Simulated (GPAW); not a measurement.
Crystal: TiO2.

```
Ti O
1.0
     4.59984    0.00000    0.00000
     0.00000    4.59984    0.00000
     0.00000    0.00000    2.95921
Ti O
2 4
Cartesian
  0.0000 0.0000 1.4796
  2.2999 2.2999 0.0000
  1.3998 1.3998 1.4796
  3.2000 3.2000 1.4796
  0.9001 3.6997 0.0000
  3.6997 0.9001 0.0000
```

The cell is a database's computed one.

```yaml
Program: GPAW 26.7.0
Task: relaxation of cell and atoms
Functional: BLYP
Dispersion: D3
Potentials_or_basis: PAW data sets generated in the run's folder for this functional
Cutoff: 800 eV
Basis: pw
k_mesh: 4 × 4 × 6
Occupations: fermi-dirac, width 0.05 eV
Spin: no spin polarisation
```

At the start: pressure 6.0 GPa; volume 10.44 Å³/atom.

Question: How do energy, volume and symmetry change on relaxing?

Answer: Over 30 steps the energy falls by 5.7 meV/atom and the volume is 10.71 Å³/atom (+2.6 %); space group P4_2/mnm (No. 136, to 0.05 Å).

The path:
| step | energy change (eV) | largest force (eV/Å) | pressure (GPa) | volume (Å³) |
| --- | --- | --- | --- | --- |
| 1 | 0.0000 | 0.0967 | 5.96 | 62.61 |
| 2 | -0.0049 | 0.0678 | 5.43 | 62.73 |
| 3 | -0.0130 | 0.0172 | 4.45 | 62.97 |
| 4 | -0.0215 | 0.0394 | 3.13 | 63.30 |
| 5 | -0.0281 | 0.0835 | 1.63 | 63.69 |
| 6 | -0.0318 | 0.0963 | 0.17 | 64.11 |
| 7 | -0.0328 | 0.0704 | -1.04 | 64.50 |
| 8 | -0.0329 | 0.0670 | -1.01 | 64.49 |
| 9 | -0.0331 | 0.0597 | -0.95 | 64.48 |
| 10 | -0.0333 | 0.0491 | -0.87 | 64.46 |
| 11 | -0.0335 | 0.0358 | -0.77 | 64.44 |
| 12 | -0.0337 | 0.0207 | -0.64 | 64.42 |
| 13 | -0.0339 | 0.0049 | -0.50 | 64.39 |
| 14 | -0.0341 | 0.0102 | -0.34 | 64.36 |
| 15 | -0.0341 | 0.0245 | -0.17 | 64.32 |
| 16 | -0.0341 | 0.0349 | 0.00 | 64.28 |
| 17 | -0.0340 | 0.0395 | 0.16 | 64.24 |
| 18 | -0.0341 | 0.0362 | 0.29 | 64.21 |
| 19 | -0.0341 | 0.0249 | 0.39 | 64.18 |
| 20 | -0.0341 | 0.0062 | 0.42 | 64.16 |
| 21 | -0.0341 | 0.0057 | 0.42 | 64.16 |
| 22 | -0.0341 | 0.0050 | 0.40 | 64.17 |
| 23 | -0.0341 | 0.0040 | 0.38 | 64.17 |
| 24 | -0.0341 | 0.0027 | 0.36 | 64.18 |
| 25 | -0.0342 | 0.0012 | 0.33 | 64.19 |
| 26 | -0.0343 | 0.0004 | 0.29 | 64.20 |
| 27 | -0.0343 | 0.0019 | 0.25 | 64.21 |
| 28 | -0.0344 | 0.0035 | 0.20 | 64.22 |
| 29 | -0.0344 | 0.0048 | 0.15 | 64.24 |
| 30 | -0.0345 | 0.0055 | 0.08 | 64.26 |

Final structure:
```
Ti O
1.0
     4.65012    0.00000    0.00000
     0.00000    4.65012    0.00000
     0.00000    0.00000    2.97160
Ti O
2 4
Direct
  0.00000 0.00000 0.50000
  0.50000 0.50000 0.00000
  0.30444 0.30444 0.50000
  0.69556 0.69556 0.50000
  0.19556 0.80444 0.00000
  0.80444 0.19556 0.00000
```

Caveat: the k mesh is coarse; later steps reuse the first step's grids.
